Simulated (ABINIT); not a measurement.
# Rh (Fm-3m) in ABINIT: further runs, part 2 of 2

ABINIT 10.8.3 (patched build). The steps go on from the part before.

## 5. Equation of state, PBE

File run.abi:

```
# Datasets: one volume each
ndtset 7
getwfk -1
scalecart1 3*0.9795861087
scalecart2 3*0.9864848297
scalecart3 3*0.9932883884
scalecart4 3*1.0000000000
scalecart5 3*1.0066227096
scalecart6 3*1.0131594038
scalecart7 3*1.0196128224

# Pseudopotentials
pp_dirpath "./"
pseudos "Rh_ONCV_PBE-1.2.upf"

# Structure
acell 2.6839652093 2.6839652093 2.6839652093 Angstrom
rprim
     0.0000000000     0.7071067812     0.7071067812
     0.7071067812     0.0000000000     0.7071067812
     0.7071067812     0.7071067812     0.0000000000
ntypat 1
znucl 45
natom 1
typat 1
xred
     0.0000000000     0.0000000000     0.0000000000

# Plane-wave basis
ecut 35.0

# k points
kptopt 1
ngkpt 12 12 12
nshiftk 1
shiftk 0.0 0.0 0.0

# Exchange and correlation
ixc 11

# Bands and occupations
nband 13
occopt 3
tsmear 0.05 eV

# SCF cycle
nstep 100
tolvrs 1.0e-10

# Output
iomode 3
prtwf 1
prtden 0
prteig 0
prtebands 0
enunit 2
```

Potentials or basis: SG15 NC PBE v1.2.

The run is started by

```console
abinit run.abi > log 2>&1
```

run.abo:

```text
.Version 10.8.3 of ABINIT
 DATASET    1 : space group Fm -3 m (#225); Bravais cF (face-center cubic)
================================================================================
 Values of the parameters that define the memory need for DATASET  1.
     intxc =       0    ionmov =       0      iscf =       7    lmnmax =       6
     lnmax =       6     mgfft =      30  mpssoang =       3    mqgrid =    3001
     natom =       1  nloc_mem =       1    nspden =       1   nspinor =       1
    nsppol =       1      nsym =      48    n1xccc =       0    ntypat =       1
    occopt =       3   xclevel =       2
       mpw =         881          nfft =       27000          nkpt =          72
================================================================================
================================================================================
[... 61 lines left out ...]
 DATASET    7 : space group Fm -3 m (#225); Bravais cF (face-center cubic)
================================================================================
 Values of the parameters that define the memory need for DATASET  7.
     intxc =       0    ionmov =       0      iscf =       7    lmnmax =       6
     lnmax =       6     mgfft =      30  mpssoang =       3    mqgrid =    3001
     natom =       1  nloc_mem =       1    nspden =       1   nspinor =       1
    nsppol =       1      nsym =      48    n1xccc =       0    ntypat =       1
    occopt =       3   xclevel =       2
       mpw =         982          nfft =       27000          nkpt =          72
================================================================================
================================================================================

--------------------------------------------------------------------------------
------------- Echo of variables that govern the present computation ------------
--------------------------------------------------------------------------------
 -outvars: echo values of preprocessed input variables --------
            acell      5.0719591770E+00  5.0719591770E+00  5.0719591770E+00 Bohr
              amu      1.02905500E+02
             ecut      3.50000000E+01 Hartree
           enunit           2
           getwfk          -1
                       outvar_i_n : Printing only first  50 k-points.
              ixc          11
           jdtset        1    2    3    4    5    6    7
                       outvar_i_n : Printing only first  50 k-points.
         kptrlatt       12    0    0      0   12    0      0    0   12
          kptrlen1     5.96210490E+01
          kptrlen2     6.00409294E+01
          kptrlen3     6.04550179E+01
          kptrlen4     6.08635101E+01
          kptrlen5     6.12665915E+01
          kptrlen6     6.16644376E+01
          kptrlen7     6.20572153E+01
            natom           1
            nband          13
           ndtset           7
            ngfft          30      30      30
             nkpt          72
            nstep         100
             nsym          48
           ntypat           1
                       prtocc : prtvol=0, do not print more k-points.
           occopt           3
           prtden           0
        prtebands           0
           prteig           0
            rprim1     0.0000000000E+00  6.9267198023E-01  6.9267198023E-01
                       6.9267198023E-01  0.0000000000E+00  6.9267198023E-01
                       6.9267198023E-01  6.9267198023E-01  0.0000000000E+00
            rprim2     0.0000000000E+00  6.9755011263E-01  6.9755011263E-01
                       6.9755011263E-01  0.0000000000E+00  6.9755011263E-01
                       6.9755011263E-01  6.9755011263E-01  0.0000000000E+00
            rprim3     0.0000000000E+00  7.0236095512E-01  7.0236095512E-01
                       7.0236095512E-01  0.0000000000E+00  7.0236095512E-01
                       7.0236095512E-01  7.0236095512E-01  0.0000000000E+00
            rprim4     0.0000000000E+00  7.0710678120E-01  7.0710678120E-01
                       7.0710678120E-01  0.0000000000E+00  7.0710678120E-01
                       7.0710678120E-01  7.0710678120E-01  0.0000000000E+00
            rprim5     0.0000000000E+00  7.1178974407E-01  7.1178974407E-01
                       7.1178974407E-01  0.0000000000E+00  7.1178974407E-01
                       7.1178974407E-01  7.1178974407E-01  0.0000000000E+00
            rprim6     0.0000000000E+00  7.1641188486E-01  7.1641188486E-01
                       7.1641188486E-01  0.0000000000E+00  7.1641188486E-01
                       7.1641188486E-01  7.1641188486E-01  0.0000000000E+00
            rprim7     0.0000000000E+00  7.2097514092E-01  7.2097514092E-01
                       7.2097514092E-01  0.0000000000E+00  7.2097514092E-01
                       7.2097514092E-01  7.2097514092E-01  0.0000000000E+00
          spgroup         225
           tolvrs      1.00000000E-10
           tsmear      1.83746611E-03 Hartree
            typat      1
                       outvars : Printing only first  50 k-points.
            znucl       45.00000

================================================================================

 chkinp: Checking input parameters for consistency, jdtset=   1.

 chkinp: Checking input parameters for consistency, jdtset=   2.
[... 36 lines left out ...]
 getcut : COMMENT -
  Note that boxcut > 2.2 ; recall that boxcut=Gcut(box)/Gcut(sphere) = 2
  is sufficient for exact treatment of convolution.
  Such a large boxcut is a waste : you could raise ecut
  e.g. ecut=   45.079549 Hartrees makes boxcut=2

--- Pseudopotential description ------------------------------------------------
- pspini: atom type   1  psp file is ./Rh_ONCV_PBE-1.2.upf
12 -101130 2 -1 602                           pspcod,pspxc,lmax,lloc,mmax
     nproj     2     2     2

   5.16874136E+02                                ecore*ucvol(ha*bohr**3)
--------------------------------------------------------------------------------

================================================================================

--- !BeginCycle
iteration_state: {dtset: 1, }
solver: {iscf: 7, nstep: 100, nline: 4, wfoptalg: 0, }
tolerances: {tolvrs: 1.00E-10, }
...
[... 1036 lines left out ...]
-Cartesian components of stress tensor (GPa)         [Pressure= -7.5827E+00 GPa]
- sigma(1 1)=  7.58267302E+00  sigma(3 2)=  0.00000000E+00
- sigma(2 2)=  7.58267302E+00  sigma(3 1)=  0.00000000E+00
- sigma(3 3)=  7.58267302E+00  sigma(2 1)=  0.00000000E+00

== END DATASET(S) ==============================================================
================================================================================

 -outvars: echo values of variables after computation  --------
            acell      5.0719591770E+00  5.0719591770E+00  5.0719591770E+00 Bohr
           etotal1    -1.0855109318E+02
           etotal2    -1.0855264225E+02
           etotal3    -1.0855372077E+02
           etotal4    -1.0855438152E+02
           etotal5    -1.0855467128E+02
           etotal6    -1.0855463189E+02
           etotal7    -1.0855430083E+02
            fcart1    -0.0000000000E+00 -0.0000000000E+00 -0.0000000000E+00
            fcart2    -0.0000000000E+00 -0.0000000000E+00 -0.0000000000E+00
            fcart3    -0.0000000000E+00 -0.0000000000E+00 -0.0000000000E+00
            fcart4    -0.0000000000E+00 -0.0000000000E+00 -0.0000000000E+00
            fcart5    -0.0000000000E+00 -0.0000000000E+00 -0.0000000000E+00
            fcart6    -0.0000000000E+00 -0.0000000000E+00 -0.0000000000E+00
            fcart7    -0.0000000000E+00 -0.0000000000E+00 -0.0000000000E+00
            rprim1     0.0000000000E+00  6.9267198023E-01  6.9267198023E-01
                       6.9267198023E-01  0.0000000000E+00  6.9267198023E-01
                       6.9267198023E-01  6.9267198023E-01  0.0000000000E+00
[... 17 lines left out ...]
                       7.2097514092E-01  7.2097514092E-01  0.0000000000E+00
           strten1    -9.7162744400E-04 -9.7162744400E-04 -9.7162744400E-04
                       0.0000000000E+00  0.0000000000E+00  0.0000000000E+00
           strten2    -7.0122147482E-04 -7.0122147482E-04 -7.0122147482E-04
                       0.0000000000E+00  0.0000000000E+00  0.0000000000E+00
           strten3    -4.6106883574E-04 -4.6106883574E-04 -4.6106883574E-04
                       0.0000000000E+00  0.0000000000E+00  0.0000000000E+00
           strten4    -2.4786066568E-04 -2.4786066568E-04 -2.4786066568E-04
                       0.0000000000E+00  0.0000000000E+00  0.0000000000E+00
           strten5    -5.8654659248E-05 -5.8654659248E-05 -5.8654659248E-05
                       0.0000000000E+00  0.0000000000E+00  0.0000000000E+00
           strten6     1.0912269670E-04  1.0912269670E-04  1.0912269670E-04
                       0.0000000000E+00  0.0000000000E+00  0.0000000000E+00
           strten7     2.5772981742E-04  2.5772981742E-04  2.5772981742E-04
                       0.0000000000E+00  0.0000000000E+00  0.0000000000E+00
 Calculation completed.
```

It took 2.3 min on 1 thread of Arm Neoverse V1, shared host; peak memory 0.1 GiB.

Results:

```
Equilibrium volume                      : 14.05 Å³/atom
Bulk modulus                            : 258 GPa
Pressure derivative of the bulk modulus : 5.1
```

Energy against volume, from the lowest point:
```
volume (Å³/atom)  energy (meV/atom)
          12.851              97.37
          13.125              55.21
          13.398              25.86
          13.671               7.88
          13.945               0.00
          14.218               1.07
          14.492              10.08
```

Caveat: pressures at fixed basis lie under the slope of the energies.

## 6. Summary

```tsv
potentials or basis	cutoff (eV)	V0 of scaled cells (Å³/atom)	B0 (GPa)
PseudoDojo NC SR PBE v0.4 stringent	1197	14.06	258
PseudoDojo NC SR PBE v0.5 standard	1197	14.06	258
PseudoDojo NC SR PBE v0.5 stringent	1197	14.06	258
SG15 NC PBE v1.2	952	14.05	258
```

Alike in all rows: task equation of state; level PBE; no spin polarisation; cell as given; k mesh 12 × 12 × 12; smearing fermi-dirac 0.05 eV.

Caveats: pressures at fixed basis lie under the slope of the energies.

Total energies depend on the potentials used, so only differences within one code and one set of settings carry meaning.

## 7. Against experiment

Step 2. A measured bulk modulus of Rh is 264 GPa (quoted in “Thermal equation of state of rhodium characterized by XRD in a resistively heated diamond anvil cell”, 2024, pmc:11535440); the calculated 258 GPa misses it by -2.1 %. The fit is for a static lattice scaled at fixed shape and fixed fractional positions.

Step 3. Against the measured bulk modulus of Rh, 264 GPa (quoted in “Thermal equation of state of rhodium characterized by XRD in a resistively heated diamond anvil cell”, 2024, pmc:11535440), the calculated 258 GPa is off by -2.1 %. The fit is for a static lattice scaled at fixed shape and fixed fractional positions.

Step 4. A measured bulk modulus of Rh is 264 GPa (quoted in “Thermal equation of state of rhodium characterized by XRD in a resistively heated diamond anvil cell”, 2024, pmc:11535440); the calculated 258 GPa misses it by -2.1 %. The fit is for a static lattice scaled at fixed shape and fixed fractional positions.

Step 5. Against the measured bulk modulus of Rh, 264 GPa (quoted in “Thermal equation of state of rhodium characterized by XRD in a resistively heated diamond anvil cell”, 2024, pmc:11535440), the calculated 258 GPa is off by -2.4 %. The fit is for a static lattice scaled at fixed shape and fixed fractional positions.
